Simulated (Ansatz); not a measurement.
## Mechanical response of CaF2 (Fm-3m)

```xyz
3
Lattice="0.0000 2.7104 2.7104 2.7104 0.0000 2.7104 2.7104 2.7104 0.0000" Properties=species:S:1:pos:R:3 pbc="T T T"
Ca    0.0000    0.0000    0.0000
F     1.3552    1.3552    1.3552
F     4.0656    4.0656    4.0656
```

Conventional cell: a = 5.421 Å, b = 5.421 Å, c = 5.421 Å, α = 90.00°, β = 90.00°, γ = 90.00°. Around Ca (atom 1) lie 8 F at 2.35 Å. F (atom 2) has 4 Ca at 2.35 Å as nearest neighbours.

Level of theory, where no other is named: PBEsol, all-electron LAPW in Ansatz 0.2.0, scalar-relativistic. k mesh 8×8×8, strains of ±0.003, fixed occupations, basis error target 1 meV/atom. The cell was relaxed by PAW under this functional.

The cell is cubic and carries a residual pressure of -0.02 GPa at this level. Each strain component that symmetry leaves independent is applied at ±0.003, the ions relax wherever a strain frees them, and the stress (tension positive, GPa) is read. Shears are engineering strains, γ = 2ε.

```
strain    size      σxx      σyy      σzz      σyz     σxz     σxy
    xx  -0.003  -0.4827  -0.1216  -0.1216   0.0000  0.0000  0.0000
    xx  +0.003   0.5151   0.1572   0.1572   0.0000  0.0000  0.0000
    yz  -0.003   0.0189   0.0190   0.0190  -0.0989  0.0000  0.0000
    yz  +0.003   0.0189   0.0190   0.0190   0.0989  0.0000  0.0000
```

A central difference gives one constant, for example C11 ≈ (0.5151 − (-0.4827))/(0.006) = 166.3 GPa; the program then imposes the crystal's symmetry on the whole matrix.

Q: What are the independent elastic constants?

A: C11 = 166.3, C12 = 46.5, C44 = 33.0 GPa.

Q: Do they meet the Born conditions?

A: C11 − C12 = 119.8, C11 + 2C12 = 259.2 and C44 = 33.0 GPa must all be positive, so the crystal is elastically stable; that says nothing yet of its phonons.

Q: What moduli does a random aggregate of grains have?

A: B = (C11 + 2C12)/3 = 86.4 GPa. G_V = (C11 − C12 + 3C44)/5 = 43.7 and G_R = 5(C11 − C12)C44/(4C44 + 3(C11 − C12)) = 40.2, so G_H = 42.0 GPa. Then E = 9BG/(3B + G) = 108.4 GPa, ν = (3B − 2G)/(6B + 2G) = 0.291 and B/G = 2.06, on the ductile side of Pugh's 1.75 (a rule of thumb, made for metals; it doesn't predict ductility here).

Q: With the density of 3.256 g/cm³, how fast does sound travel, and what Debye temperature follows?

A: 

```
direction  slow (m/s)  middle (m/s)  fast (m/s)
    [100]        3183          3183        7147
    [110]        3183          4290        6543
    [111]        3955          3955        6328
```

The mean of v⁻³ over directions and branches gives v_m = 3975 m/s and θ_D = (ħ/k_B) v_m (6π²n)^(1/3) = 500 K, n being atoms per volume. Young's modulus spans 88 to 146 GPa over directions, and the universal anisotropy index is 0.44.

Q: How far do the constants move if PAW replaces LAPW in the same cell?

A: 

| constant | LAPW (GPa) | PAW (GPa) | difference |
| --- | --- | --- | --- |
| C11 | 166.3 | 166.1 | -0.2 |
| C12 | 46.5 | 46.4 | -0.1 |
| C44 | 33.0 | 32.7 | -0.3 |

Q: How far do the constants move if all-electron PAW (datasets made for the crystal) replaces LAPW in the same cell?

A: 

| constant | LAPW (GPa) | all-electron PAW (datasets made for the crystal) (GPa) | difference |
| --- | --- | --- | --- |
| C11 | 166.3 | 166.1 | -0.2 |
| C12 | 46.5 | 46.6 | 0.1 |
| C44 | 33.0 | 32.8 | -0.2 |

Limits of these numbers: the frozen-core PAW files of the compared runs were fitted under PBE, their cores solved anew for this functional.
